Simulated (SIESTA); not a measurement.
HgTe (Coloradoite):

```
CELL_PARAMETERS angstrom
0.00000 3.21450 3.21450
3.21450 0.00000 3.21450
3.21450 3.21450 0.00000
ATOMIC_POSITIONS crystal
Hg 0.00000 0.00000 0.00000
Te 0.75000 0.75000 0.75000
```

Base run:

* Program: SIESTA 5.4.2
* Functional: vdW-DF-cx
* Potentials or basis: PseudoDojo 0.4 standard (PBE files)
* Basis: DZP (energy shift 0.003 Ry; two zetas on semicore shells)
* Grid cutoff: 800 Ry
* Energy shift: 0.003 Ry
* k mesh: 7 × 7 × 7
* Occupations: fermi-dirac, width 0.05 eV
* Spin: no spin polarisation

Its results: band gap on the k mesh none (metal or under the smearing width); pressure 3.2 GPa.

**Question.** After a change of settings the same cell gave: band gap on the k mesh none (metal or under the smearing width); pressure 8.0 GPa. Which change was it?
A. functional from vdW-DF-cx to vdW-DF2
B. functional from vdW-DF-cx to optB88-vdW
C. functional from vdW-DF-cx to vdW-DF
D. functional from vdW-DF-cx to VV10

**Answer.** C.

Caveats: short orbitals over semicore shells can move pressures by several GPa; the valence orbitals were made in a potential fitted to the semicore shell under them, which widens gaps by tenths of an eV or more; the potentials were made for another functional, which shifts forces and pressure; spin-orbit coupling is left out, which moves the levels of the heavy elements; the basis of atomic orbitals isn't converged, which shifts pressures, moduli and gaps.
